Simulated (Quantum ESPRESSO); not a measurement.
Runs of Quantum ESPRESSO 7.5 on MnO. It takes space group P6_3mc (No. 186, hexagonal). The conventional cell has a = 3.372 Å, b = 3.372 Å, c = 5.385 Å, α = 90.00°, β = 90.00°, γ = 120.00°. Mn (site symmetry 3m) is surrounded by 4 O at 1.96 to 2.08 Å. O (site symmetry 3m) has 4 Mn at 1.96 to 2.08 Å as nearest neighbours. Measurements of this composition are mostly on another form, of space group No. 225.

| spin | fixed moment (μB) | moments locked | magnetic state asked for | gap on the mesh (eV) | pressure (GPa) | moment (μB) | largest force (eV/Å) |
| --- | --- | --- | --- | --- | --- | --- | --- |
| collinear, antiferromagnetic start | - | none | afm | 1.08 | (a) | 0.00 | 0.88 |
| collinear, ferrimagnetic start | - | none | ferri | 1.08 | 13.0 | 0.00 | 0.88 |
| collinear, zero start | 0.0 | total | nm_spin | - | -15.7 | 0.00 | 0.38 |
| off | - | none | nm | none | -15.7 | - | 0.38 |
| collinear, ferromagnetic start | - | none | fm | (b) | 15.2 | 10.00 | 1.01 |

Alike in all rows: task single point; level PBE+U; potentials or basis GBRV 1.5 PBE; Mn d U = 7 eV; cell as given; k mesh 6 × 6 × 4; cutoff (eV) 612; smearing gaussian 0.05 eV.

Task: Estimate the missing entries.

Result: (a) 12.9; (b) 0.13.

Caveats: the total moment is fixed, so each spin has its own Fermi level (some runs); U without spin polarisation on a metal has little footing (some runs); forces of over 1 eV/Å show positions far from the minimum, so gaps and moduli don't describe the material at rest (some runs).

A k mesh can miss the band edges.

A gap of «none» marks a metal or a gap under the smearing width.
